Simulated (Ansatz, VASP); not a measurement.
**One calculation of GaAs, two programs**

File POSCAR:

```
GaAs
1.0
    0.0000000000      2.6645247173      2.6645247173
    2.6645247173      0.0000000000      2.6645247173
    2.6645247173      2.6645247173      0.0000000000
Ga As
1 1
Direct
    0.0000000000      0.0000000000      0.0000000000
    0.5000000000      0.5000000000      0.5000000000
```

File INCAR.step1:

```
SYSTEM = GaAs
ALGO = Normal
EDIFF = 1E-4
ENCUT = 520
GGA = PE
ISMEAR = -1
LASPH = .True.
LCHARG = .False.
LREAL = .False.
LWAVE = .True.
NBANDS = 16
NELM = 100
PREC = Accurate
SIGMA = 0.02
```

File INCAR.step2:

```
SYSTEM = GaAs
ALGO = Normal
EDIFF = 1E-6
ENCUT = 520
ISIF = 2
ISMEAR = -1
ISTART = 1
LASPH = .True.
LCHARG = .True.
LELF = .True.
LMIXTAU = .True.
LREAL = .False.
LVHAR = .True.
LWAVE = .False.
METAGGA = R2SCAN
NBANDS = 16
NELM = 100
PREC = Accurate
SIGMA = 0.02
```

The input KPOINTS:

```
k-points
0
Gamma
  6 6 6
  0 0 0
```

Input for Ansatz:

```yaml
crystal:
  lattice:
    - [0.0, 2.6645247173, 2.6645247173]
    - [2.6645247173, 0.0, 2.6645247173]
    - [2.6645247173, 2.6645247173, 0.0]
  atoms:
    - { symbol: Ga, position: [0.0, 0.0, 0.0] }
    - { symbol: As, position: [0.5, 0.5, 0.5] }
kpoints:
  mp_grid: { grid: [6, 6, 6] }
hamiltonian:
  xc: r2scan
scf:
  occupations: { method: fermi_dirac, width: 0.02 }
  n_extra_bands: 4
output:
  forces: true
  stress: true
  eigenvalues: true
```

The cell was built by a generator and needn't be a form met in nature.

Alike in both runs: task single point; functional r2SCAN; k mesh 6 × 6 × 6; occupations fermi-dirac, width 0.02 eV; no spin polarisation.

|  | VASP | Ansatz |
| --- | --- | --- |
| version | VASP 6.6.1 | Ansatz 0.2.0 |
| potentials or method | VASP PAW PBE potentials, release 64 (Ga_d, As) | plane waves, PAW |
| plane-wave cutoff (eV) | 520 | 500 |
| valence electrons in the cell | 18 | 28 |

|  | VASP | Ansatz | Ansatz less VASP |
| --- | --- | --- | --- |
| pressure (GPa) | -0.2 | -0.2 | -0.04 |

The functional is the same, so the differences come from potentials, cutoffs and numerics. The two sets of potentials don't hold the same shells in valence.

Caveats: the PAW data sets were made with another functional, which shifts forces and pressure a little (VASP).
